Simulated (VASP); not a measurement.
# KCl (Fm-3m) in VASP: a series of runs

One crystal, KCl, is run at these levels: PBEsol; tasks: relaxation of cell and atoms.

Program: VASP 6.6.1. These are calculated values, not measurements. Logs are shortened: lines on timing, memory, paths and dates and some standing lists are left out, and cuts for length are marked.

## Step 1: Starting point

The structure is cubic, space group Fm-3m (No. 225). The conventional cell has a = 6.078 Å, b = 6.078 Å, c = 6.078 Å, α = 90.00°, β = 90.00°, γ = 90.00°. K (site symmetry m-3m) has 6 Cl at 3.04 Å as nearest neighbours. Around Cl (site symmetry m-3m) lie 6 K at 3.04 Å.

## Step 2: Relaxation of cell and atoms, PBEsol, target pressure 1.2 GPa, at which the enthalpy is minimised

Contents of INCAR:

```
SYSTEM = KCl
ALGO = Normal ; EDIFF = 1E-7
EDIFFG = -0.15 ; ENCUT = 520
GGA = PS ; IBRION = 2
ISIF = 3 ; ISMEAR = 0
LASPH = .True. ; LCHARG = .False.
LREAL = .False. ; LWAVE = .False.
NELM = 60 ; NSW = 80
PREC = Accurate ; PSTRESS = 12.0
SIGMA = 0.1
```

Contents of KPOINTS:

```
k-points
0
Gamma
  12 12 12
  0 0 0
```

Contents of POSCAR:

```
KCl                                     
1.0
    0.0000000000      3.0392394252      3.0392394252
    3.0392394252      0.0000000000      3.0392394252
    3.0392394252      3.0392394252      0.0000000000
  K               Cl            
     1     1
Direct
     0.0000000000000000    0.0000000000000000    0.0000000000000000
     0.5000000000000000    0.5000000000000000    0.5000000000000000
```

Potentials or basis: VASP PAW PBE potentials, release 64 (K_sv, Cl).

Started as:

```console
cat potpaw_PBE.64/K_sv/POTCAR potpaw_PBE.64/Cl/POTCAR > POTCAR
mpirun -np 1 vasp_std > vasp.out
```

OUTCAR:

```text
SYSTEM = KCl
   EDIFF = 1E-7
   EDIFFG = -0.15
   ENCUT = 520
   GGA = PS
   IBRION = 2
   ISIF = 3
   ISMEAR = 0
   LASPH = .True.
   LREAL = .False.
   NELM = 60
   NSW = 80
   PREC = Accurate
   PSTRESS = 12.0

 ion  position               nearest neighbor table
   1  0.000  0.000  0.000-   2 3.04   2 3.04   2 3.04   2 3.04   2 3.04   2 3.04
   2  0.500  0.500  0.500-   1 3.04   1 3.04   1 3.04   1 3.04   1 3.04   1 3.04

  LATTYP: Found a face centered cubic cell.
 ALAT       =     6.0784788504

  Lattice vectors:

 A1 = (   0.0000000000,   3.0392394252,   3.0392394252)
 A2 = (   3.0392394252,   0.0000000000,   3.0392394252)
 A3 = (   3.0392394252,   3.0392394252,   0.0000000000)

Analysis of symmetry for initial positions (statically):
=====================================================================
 Subroutine PRICEL returns:
 Original cell was already a primitive cell.

 Routine SETGRP: Setting up the symmetry group for a
 face centered cubic supercell.

 Subroutine GETGRP returns: Found 48 space group operations
 (whereof 48 operations were pure point group operations)
 out of a pool of 48 trial point group operations.

The static configuration has the point symmetry O_h .

Analysis of symmetry for dynamics (positions and initial velocities):
=====================================================================
 Subroutine PRICEL returns:
 Original cell was already a primitive cell.

 Routine SETGRP: Setting up the symmetry group for a
 face centered cubic supercell.

 Subroutine GETGRP returns: Found 48 space group operations
 (whereof 48 operations were pure point group operations)
 out of a pool of 48 trial point group operations.

The dynamic configuration has the point symmetry O_h .

 Subroutine INISYM returns: Found 48 space group operations
 (whereof 48 operations are pure point group operations),
 and found     1 'primitive' translations

----------------------------------------------------------------------------------------

                                     Primitive cell

  volume of cell :      56.1468

  direct lattice vectors                    reciprocal lattice vectors
     0.000000000  3.039239425  3.039239425    -0.164514844  0.164514844  0.164514844
     3.039239425  0.000000000  3.039239425     0.164514844 -0.164514844  0.164514844
     3.039239425  3.039239425  0.000000000     0.164514844  0.164514844 -0.164514844

  length of vectors
     4.298133614  4.298133614  4.298133614     0.284948068  0.284948068  0.284948068

  position of ions in fractional coordinates (direct lattice)
     0.000000000  0.000000000  0.000000000
     0.500000000  0.500000000  0.500000000

  ion indices of the primitive-cell ions
   primitive index   ion index
                 1           1
                 2           2

----------------------------------------------------------------------------------------

 KPOINTS: k-points

Automatic generation of k-mesh.
 Grid dimensions read from file:
 generate k-points for:   12   12   12

 Generating k-lattice:

  Cartesian coordinates                     Fractional coordinates (reciprocal lattice)
    -0.013709570  0.013709570  0.013709570     0.083333333  0.000000000  0.000000000
     0.013709570 -0.013709570  0.013709570     0.000000000  0.083333333  0.000000000
     0.013709570  0.013709570 -0.013709570     0.000000000  0.000000000  0.083333333

  Length of vectors
     0.023745672  0.023745672  0.023745672

  Shift w.r.t. Gamma in fractional coordinates (k-lattice)
     0.000000000  0.000000000  0.000000000

 Subroutine IBZKPT returns following result:
 ===========================================

 Found     72 irreducible k-points:

 Following reciprocal coordinates:
            Coordinates               Weight
  0.000000  0.000000  0.000000      1.000000
  0.083333  0.000000  0.000000      8.000000
  0.166667  0.000000  0.000000      8.000000
  0.250000  0.000000  0.000000      8.000000
  0.333333  0.000000  0.000000      8.000000
  0.416667  0.000000  0.000000      8.000000
[... 16 lines left out ...]
  0.500000  0.166667  0.000000     24.000000
 -0.416667  0.166667  0.000000     24.000000
 [... further k-points ...]
   k-points           NKPTS =     72   k-points in BZ     NKDIM =     72   number of bands    NBANDS=     12
   number of dos      NEDOS =    301   number of ions     NIONS =      2
   total plane-waves  NPLWV =  32768
   dimension x,y,z NGX =    32 NGY =   32 NGZ =   32
   dimension x,y,z NGXF=    64 NGYF=   64 NGZF=   64
   ions per type =               1   1
   NGX,Y,Z   is equivalent  to a cutoff of  12.38, 12.38, 12.38 a.u.
   NGXF,Y,Z  is equivalent  to a cutoff of  24.75, 24.75, 24.75 a.u.
 SYSTEM =  KCl
   PREC   = accura    normal or accurate (medium, high low for compatibility)
   ISTART =      0    job   : 0-new  1-cont  2-samecut
   ICHARG =      2    charge: 1-file 2-atom 10-const
   ISPIN  =      1    spin polarized calculation?
   LNONCOLLINEAR =      F non collinear calculations
   LSORBIT =      F    spin-orbit coupling
   LASPH  =      T    aspherical Exc in radial PAW
   ENCUT  =  520.0 eV  38.22 Ry    6.18 a.u.   7.99  7.99  7.99*2*pi/ulx,y,z
   NELM   =     60;   NELMIN=  2; NELMDL= -5     # of ELM steps
   EDIFF  = 0.1E-06   stopping-criterion for ELM
   LREAL  =      F    real-space projection
   EDIFFG = -.1E+00   stopping-criterion for IOM
   NSW    =     80    number of steps for IOM
   IBRION =      2    ionic relax: 0-MD 1-quasi-New 2-CG
   NFREE  =      1    steps in history (QN), initial steepest desc. (CG)
   ISIF   =      3    stress and relaxation
   ISYM   =      2    0-nonsym 1-usesym 2-fastsym
   POTIM  = 0.5000    time-step for ionic-motion
   TEBEG  =    0.0;   TEEND  =   0.0 temperature during run
   PSTRESS=   12.0 pullay stress
   NELECT =      16.0000    total number of electrons
   NUPDOWN=      -1.0000    fix difference up-down
   EMIN   =  10.00;   EMAX   =-10.00  energy-range for DOS
   EFERMI =   0.00;   METHOD = LEGACY
   ISMEAR =     0;   SIGMA  =   0.10  broadening in eV -4-tet -1-fermi 0-gaus
   EFERMI_NEDOS =   21; number of points for ismear=-14 and -15
   IALGO  =     38    algorithm
   IMIX   =      4    mixing-type and parameters
     AMIX     =   0.40;   BMIX     =  1.00
     AMIX_MAG =   1.60;   BMIX_MAG =  1.00
  volume/ion in A,a.u.               =      28.07       189.45
  Fermi-wavevector in a.u.,A,eV,Ry     =   1.077308  2.035817 15.790822  1.160593
  Thomas-Fermi vector in A             =   2.213216
   LORBIT       =      0    0 simple, 1 ext, 2 COOP (PROOUT), +10 PAW based schemes
   GGA     = PS    functional components
   LHFCALC =     F    Hartree Fock is set to
   AEXX    =    0.0000 exact exchange contribution
   IVDW    =     0    specifies the selected vdW correction
   LEPSILON=     F    determine dielectric tensor
   LRPA    =     F    only Hartree local field effects (RPA)
 conjugate gradient relaxation of ions
 non-spin polarized calculation
 Gauss-broadening in eV      SIGMA  =   0.10
  energy-cutoff  :      520.00
  volume of cell :       56.15
 maximum number of plane-waves:      1540
   NGX = 15   NGY = 15   NGZ = 15

 number of electron      16.0000001 magnetization

 Free energy of the ion-electron system (eV)
  ---------------------------------------------------
  ext. energy  EPLUGINS =         0.00000000
  ---------------------------------------------------
  free energy    TOTEN  =        -6.99548452 eV

  energy without entropy =       -6.99548452  energy(sigma->0) =       -6.99548452

 E-fermi :  -0.9907     XC(G=0):  -8.1791

 val. band max:       -1.4611834406   @ k =   0.0000   0.0000   0.0000
 cond. band min:       3.9120368693   @ k =   0.0000   0.0000   0.0000
 fundamental gap:      5.3732203100
 Fermi energy:        -0.9906973138

 k-point     1 :       0.0000    0.0000    0.0000
  band No.  band energies     occupation
      1     -28.2696      2.00000
      2     -13.6846      2.00000
      3     -11.7984      2.00000
      4     -11.7984      2.00000
      5     -11.7984      2.00000
      6      -1.4612      2.00000
      7      -1.4612      2.00000
      8      -1.4612      2.00000
      9       3.9120      0.00000
     10       6.8500      0.00000
     11       6.8500      0.00000
     12       6.8500      0.00000

 k-point     2 :       0.0833    0.0000    0.0000
  band No.  band energies     occupation
      1     -28.2684      2.00000
      2     -13.7026      2.00000
      3     -11.7992      2.00000
      4     -11.7992      2.00000
      5     -11.7756      2.00000
      6      -1.5723      2.00000
      7      -1.4926      2.00000
      8      -1.4926      2.00000
      9       4.1063      0.00000
     10       6.7871      0.00000
     11       6.9484      0.00000
     12       6.9484      0.00000

 k-point     3 :       0.1667    0.0000    0.0000
  band No.  band energies     occupation
      1     -28.2649      2.00000
      2     -13.7497      2.00000
      3     -11.8015      2.00000
      4     -11.8015      2.00000
      5     -11.7152      2.00000
      6      -1.8496      2.00000
      7      -1.5763      2.00000
      8      -1.5763      2.00000
      9       4.6170      0.00000
     10       6.6834      0.00000
     11       7.2361      0.00000
     12       7.2361      0.00000
[... 286 lines left out ...]
 k-point    23 :       0.5000    0.1667    0.0000
  band No.  band energies     occupation
      1     -28.2492      2.00000
      2     -13.8417      2.00000
      3     -11.8538      2.00000
      4     -11.8294      2.00000
      5     -11.5855      2.00000
      6      -2.5522      2.00000
      7      -1.9327      2.00000
      8      -1.8466      2.00000
      9       6.2326      0.00000
     10       7.1003      0.00000
     11       9.1234      0.00000
     12       9.5387      0.00000

 k-point    24 :      -0.4167    0.1667    0.0000
  band No.  band energies     occupation
      1     -28.2488      2.00000
      2     -13.8513      2.00000
      3     -11.8658      2.00000
      4     -11.8210      2.00000
      5     -11.5656      2.00000
      6      -2.5807      2.00000
      7      -1.9260      2.00000
      8      -1.8837      2.00000
      9       6.3962      0.00000
     10       7.1909      0.00000
     11       8.9837      0.00000
     12       9.1861      0.00000

 [... further k-points ...]

------------------------ aborting loop because EDIFF is reached ----------------------------------------

  FORCE on cell =-STRESS in cart. coord.  units (eV):
  Direction    XX          YY          ZZ          XY          YZ          ZX
  --------------------------------------------------------------------------------------
  -------------------------------------------------------------------------------------
  Total        0.6645995      0.6645995      0.6645995     -0.0000000     -0.0000000      0.0000000
  in kB       18.9646939     18.9646939     18.9646939     -0.0000000     -0.0000000      0.0000000
  external PRESSURE =       6.9646939 kB  Pullay stress =      12.0000000 kB

 VOLUME and BASIS-vectors are now :
 -----------------------------------------------------------------------------
  energy-cutoff  :      520.00
  volume of cell :       56.15
      direct lattice vectors                 reciprocal lattice vectors
     0.000000000  3.039239425  3.039239425    -0.164514844  0.164514844  0.164514844
     3.039239425  0.000000000  3.039239425     0.164514844 -0.164514844  0.164514844
     3.039239425  3.039239425  0.000000000     0.164514844  0.164514844 -0.164514844

 POSITION                                       TOTAL-FORCE (eV/Angst)
 -----------------------------------------------------------------------------------
      0.00000      0.00000      0.00000        -0.000000      0.000000      0.000000
      3.03924      3.03924      3.03924         0.000000     -0.000000     -0.000000
 -----------------------------------------------------------------------------------
    total drift:                                0.000000     -0.000000     -0.000000

  FREE ENERGIE OF THE ION-ELECTRON SYSTEM (eV)
  ---------------------------------------------------
  free  energy   TOTEN  =        -6.9954845204 eV

  energy  without entropy=       -6.9954845204  energy(sigma->0) =       -6.99548452

  enthalpy is  TOTEN    =        -6.5749560513 eV   P V=        0.4205284691

 reached required accuracy - stopping structural energy minimisation
```

Wall time 26 s (1 thread of Intel Xeon Platinum 8259CL at 2.50GHz (Skylake/Cascade Lake), shared host); peak memory 0.2 GiB.

What came out:

| Quantity | Value |
| --- | --- |
| Free energy | -6.9955 eV |
| Pressure after relaxing | 1.9 GPa |
| Band gap on the k mesh | 5.37 eV, direct |

Final structure:
```
K Cl
1.0
     0.00000    3.03924    3.03924
     3.03924    0.00000    3.03924
     3.03924    3.03924    0.00000
K Cl
1 1
Cartesian
  0.0000 0.0000 0.0000
  3.0392 3.0392 3.0392
```

Caveat: the relaxation stopped at its first step, so nothing moved; the cell is relaxed towards a set pressure, so the enthalpy falls and the energy may rise; the PAW data sets were made with another functional, which shifts forces and pressure a little; the relaxation stopped at a loose force limit of 0.15 eV/Å, so its end isn't a converged minimum.

## Step 3: Relaxation of cell and atoms, PBEsol, target pressure 3 GPa, at which the enthalpy is minimised

Edit INCAR of step 2 so:

```diff
@@ -8,3 +8,3 @@
 NELM = 60 ; NSW = 80
-PREC = Accurate ; PSTRESS = 12.0
+PREC = Accurate ; PSTRESS = 30.0
 SIGMA = 0.1
```

KPOINTS is that of step 2.

POSCAR is that of step 2.

Potentials or basis: VASP PAW PBE potentials, release 64 (K_sv, Cl).

Started as:

```console
cat potpaw_PBE.64/K_sv/POTCAR potpaw_PBE.64/Cl/POTCAR > POTCAR
mpirun -np 1 vasp_std > vasp.out
```

It took 45 s on 1 thread of Intel Xeon Platinum 8259CL at 2.50GHz (Skylake/Cascade Lake), shared host; peak memory 0.2 GiB.

The run converged. Its results:

- Free energy: -6.9732 eV
- Relaxed volume: 27.30 Å³/atom
- Relaxed cell: a = 4.258 Å, b = 4.258 Å, c = 4.258 Å, α = 60.00°, β = 60.00°, γ = 60.00°
- Space group after relaxing (to 0.05 Å): Fm-3m (No. 225)
- Energy change on relaxing (the enthalpy is what falls): +11.2 meV/atom
- Ionic steps: 2
- Pressure after relaxing: 2.7 GPa
- Band gap on the k mesh: 5.48 eV, direct

Step by step:
```
step  energy change (eV)  largest force (eV/Å)  pressure (GPa)  volume (Å³)
   1              0.0000                0.0000            1.90        56.15
   2              0.0223                0.0000            2.73        54.59
```

Final structure:
```yaml
crystal:
  lattice:
    - [0.00000, 3.01089, 3.01089]
    - [3.01089, 0.00000, 3.01089]
    - [3.01089, 3.01089, 0.00000]
  atoms:
    - { symbol: K, position: [0.00000, 0.00000, 0.00000] }
    - { symbol: Cl, position: [0.50000, 0.50000, 0.50000] }
```

Levels at points of the mesh, in eV from the valence-band top:
| k point | band 6 | band 7 | band 8 | band 9 | band 10 | band 11 |
| --- | --- | --- | --- | --- | --- | --- |
| (0.00, 0.00, 0.00) | 0.00 | 0.00 | 0.00 | 5.48 | 8.31 | 8.31 |
| (0.50, 0.00, 0.00) | -1.35 | -0.46 | -0.46 | 7.78 | 8.98 | 10.89 |
| (0.50, 0.50, 0.00) | -0.76 | -0.25 | -0.25 | 6.22 | 8.83 | 10.41 |

Caveat: the cell is relaxed towards a set pressure, so the enthalpy falls and the energy may rise; the PAW data sets were made with another functional, which shifts forces and pressure a little; the relaxation stopped at a loose force limit of 0.15 eV/Å, so its end isn't a converged minimum.

[end of part 1 of 2]
